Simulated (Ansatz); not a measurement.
NiO2:

```
Ni O
1.0
     2.91215    0.00000    0.00000
    -1.45608    2.52200    0.00000
     0.00000    0.00000   10.55527
Ni O
2 4
Direct
  0.00000 0.00000 0.50000
  0.00000 0.00000 0.00000
  0.33333 0.66667 0.58908
  0.33333 0.66667 0.91092
  0.66667 0.33333 0.41092
  0.66667 0.33333 0.08908
```

The cell comes from a database or a generator and needn't be the stable form of this composition.

```yaml
Program: Ansatz 0.2.0
Task: relaxation of cell and atoms
Functional: PBEsol
Potentials_or_basis: Ansatz PAW
Cutoff: "420 eV (not typed: the program's choice for these potentials)"
k_mesh: 10 × 10 × 3
Occupations: fermi-dirac, width 0.05 eV
Spin: collinear spin, ferromagnetic start
Starting_moments: "[1.0, 1.0, 0.0, 0.0, 0.0, 0.0] μB"
```

At the start: volume 12.92 Å³/atom.

**Question.** How do energy, volume and symmetry change on relaxing?

**Answer.** It ends after 9 steps and the volume is 12.12 Å³/atom (-6.2 %); space group P6_3/mmc (No. 194, to 0.05 Å); moment 0.00 μB per cell.

The path:
```csv
step,energy change (eV),largest force (eV/Å),volume (Å³)
1,0.0000,1.0326,77.52
2,-0.3325,0.7386,73.82
3,-0.4588,0.1082,71.41
4,-0.4597,0.0235,72.24
5,-0.4587,0.0025,72.48
6,-0.4578,0.0030,72.68
7,-0.4454,0.0027,72.68
8,-0.4455,0.0027,72.72
9,-0.4457,0.0030,72.72
```

Final structure:
```cif
data_structure
_symmetry_space_group_name_H-M 'P 1'
_symmetry_Int_Tables_number 1
_cell_length_a 2.7834
_cell_length_b 2.7834
_cell_length_c 10.8384
_cell_angle_alpha 90.000
_cell_angle_beta 90.000
_cell_angle_gamma 120.000
_cell_volume 72.72
loop_
_atom_site_label
_atom_site_type_symbol
_atom_site_fract_x
_atom_site_fract_y
_atom_site_fract_z
_atom_site_occupancy
Ni1 Ni 0.00000 0.00000 0.50000 1
Ni2 Ni 0.00000 0.00000 0.00000 1
O1 O 0.33333 0.66667 0.58614 1
O2 O 0.33333 0.66667 0.91386 1
O3 O 0.66667 0.33333 0.41386 1
O4 O 0.66667 0.33333 0.08614 1
```

Caveat: the plane-wave basis is chosen anew once the cell has moved, so the energies of steps on either side of that aren't comparable; the pressure holds a Pulay correction of +0.8 GPa for the finite cutoff; the PAW data sets come from PBE, with cores solved anew for the run's functional, which leaves a small shift of forces and pressure; the starting moments weren't kept.
